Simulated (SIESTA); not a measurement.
The system is GaN.

```xyz
2
Lattice="0.0000 2.2535 2.2535 2.2535 0.0000 2.2535 2.2535 2.2535 0.0000" Properties=species:S:1:pos:R:3 pbc="T T T"
Ga    0.0000    0.0000    0.0000
N     1.1268    1.1268    1.1268
```

The cell is a database's computed one.

Base run:

* Program: SIESTA 5.4.2
* Functional: PBEsol
* Potentials or basis: PseudoDojo 0.4 standard (PBEsol files)
* Basis: DZP (energy shift 0.002 Ry; radii capped at 9.5 bohr)
* Grid cutoff: 800 Ry
* Energy shift: 0.002 Ry
* k mesh: 10 × 10 × 10
* Occupations: fermi-dirac, width 0.05 eV
* Spin: no spin polarisation

Its results: band gap on the k mesh 1.69 eV, direct; pressure 3.0 GPa.

**Question.** The run is repeated on the same cell with these changes: functional from PBEsol to LDA; potentials or basis from PseudoDojo 0.4 standard (PBEsol files) to PseudoDojo 0.4 standard (LDA files). What comes out?

**Answer.** Band gap on the k mesh 1.77 eV, direct; pressure -2.7 GPa.

Caveats: semicore shells carry a single zeta, which can move pressures by several GPa and volumes by a few percent; the basis of atomic orbitals isn't converged, which shifts pressures, moduli and gaps.
